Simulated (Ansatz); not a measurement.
# Zirconium (bcc) across density functionals

All rows: Ansatz, plane waves with scalar-relativistic PAW, 420 eV (500 eV for the SCAN forms), relaxed under each functional, no dispersion correction, no zero-point motion. B₀ comes from uniform scaling at fixed shape; a dash is a value not given.

| functional | V (Å³/atom) | cell | B₀ (GPa) | magnetic state | ΔE to hcp (meV/atom) |
| --- | --- | --- | --- | --- | --- |
| PBE | 22.84 | a = 3.575 Å | 89 | non-magnetic | 83 |
| r²SCAN | 22.97 | a = 3.581 Å | - | non-magnetic | 118 |
| PBEsol | 21.92 | a = 3.526 Å | 94 | spin not included | 65 |
| LDA | 21.21 | a = 3.488 Å | 99 | spin not included | 44 |
| revPBE | 23.35 | a = 3.601 Å | 84 | spin not included | 92 |
| RPBE | 23.53 | a = 3.610 Å | 83 | spin not included | 95 |
| BLYP | 23.74 | a = 3.621 Å | 84 | spin not included | 82 |

LDA gives the smallest volume and BLYP the largest.
